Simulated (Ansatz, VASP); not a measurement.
## Si5N in VASP and in Ansatz

```
Si N
1.0
    -3.17891    3.17891    2.26042
     3.17891   -3.17891    2.26042
     3.17891    3.17891   -2.26042
Si N
5 1
Direct
  0.00000 0.30824 0.30824
  0.00000 0.69176 0.69176
  0.69176 0.00000 0.69176
  0.30824 0.00000 0.30824
  0.50000 0.50000 0.00000
  0.00000 0.00000 0.00000
```

Alike in both runs: functional PBE; k mesh 10 × 10 × 10; occupations gaussian, width 0.1 eV; no spin polarisation.

Ansatz relaxed the structure, and its values are those at the end. VASP's run is a single point on that final structure, the one shown.

|  | VASP | Ansatz |
| --- | --- | --- |
| version | VASP 6.6.1 | Ansatz 0.2.0 |
| potentials or method | VASP PAW PBE potentials, release 64 (Si, N) | scalar-relativistic, plane waves, PAW |
| plane-wave cutoff (eV) | 520 | 420 |
| valence electrons in the cell | 25 | 25 |

|  | VASP | Ansatz | Ansatz less VASP |
| --- | --- | --- | --- |
| gap on the k mesh at the Fermi level (eV) | none | none | - |
| pressure (GPa) | 0.0 | 0.0 | 0.00 |

A gap of «none» marks a metal or a gap that the smearing closes. With one functional, cell and mesh, what is left measures potentials, basis and numerics.
